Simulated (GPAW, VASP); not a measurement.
Given: the input of a run of GPAW 26.7.0 (ASE script) on BN. The cell is a database's computed one, not the measured one.

File run.py:

```python
from ase.dft.bandgap import bandgap
from ase.io import read, write
from ase.units import Bohr, GPa
from gpaw import GPAW, PW
from gpaw.elf import elf_from_dft_calculation

atoms = read('POSCAR')

calc = GPAW(mode=PW(800),
            xc='PBE',
            kpts={'size': (13, 13, 13), 'gamma': True},
            occupations={'name': 'methfessel-paxton', 'order': 0, 'width': 0.02},
            nbands=11,
            convergence={'density': 1e-05, 'energy': 1e-05},
            maxiter=150,
            txt='gpaw.txt')
atoms.calc = calc
energy = atoms.get_potential_energy()
forces = atoms.get_forces()
stress = atoms.get_stress()
calc.write('gs.gpw')
write('result.traj', atoms)
print(f'Energy: {energy:.6f} eV')
print('Forces (eV/A):')
print(forces.round(4))
print('Stress (GPa):', (stress / GPa).round(3))
print('Fermi level:', round(calc.get_fermi_level(), 4), 'eV')
print(f'Gap: {bandgap(calc)[0]:.4f} eV, direct: {bandgap(calc, direct=True)[0]:.4f} eV')

# fields on the real-space grid
write('density.cube', atoms, data=calc.get_pseudo_density() * Bohr**3)
write('potential.cube', atoms, data=calc.get_electrostatic_potential())
write('elf.cube', atoms, data=elf_from_dft_calculation(calc).data)
```

File POSCAR:

```
BN
1.0
    0.0000000000      1.8130010000      1.8130010000
    1.8130010000      0.0000000000      1.8130010000
    1.8130010000      1.8130010000      0.0000000000
N B
1 1
Direct
    0.2500000000      0.2500000000      0.2500000000
    0.0000000000      0.0000000000      0.0000000000
```

Potentials or basis: GPAW PAW data sets (gpaw-data 1.2.1), pw.

Command:

```bash
$ OMP_NUM_THREADS=1 python run.py
```

Question: Translate it to VASP 6.6.1. Potentials or basis there: PBE PAW files B, N, 500 eV.

Answer: As run (cutoffs and basis follow the program's own potentials, and thresholds, step limits or extra output files can differ):

Contents of INCAR:

```
SYSTEM = BN
ALGO = Normal
EDIFF = 1E-6
ENCUT = 500
GGA = PE
ISIF = 2
ISMEAR = 0
LASPH = .TRUE.
LCHARG = .FALSE.
LREAL = .FALSE.
LWAVE = .FALSE.
NBANDS = 11
NELM = 80
PREC = Accurate
SIGMA = 0.02
```

File KPOINTS:

```
k-points
0
G
  13 13 13
  0 0 0
```

POSCAR

```
BN
1.0
    0.0000000000      1.8130010000      1.8130010000
    1.8130010000      0.0000000000      1.8130010000
    1.8130010000      1.8130010000      0.0000000000
N B
1 1
Cartesian
    0.9065005000      0.9065005000      0.9065005000
    0.0000000000      0.0000000000      0.0000000000
```

Potentials or basis: VASP PAW PBE potentials, release 64 (N, B).

Run with:

```bash
$ cat potpaw_PBE.64/N/POTCAR potpaw_PBE.64/B/POTCAR > POTCAR
$ mpirun -np 1 vasp_std > vasp.out
```

Both were run:

|  | GPAW | VASP |
| --- | --- | --- |
| Pressure | -1.6 GPa | -0.2 GPa |

Pressure is positive in compression.
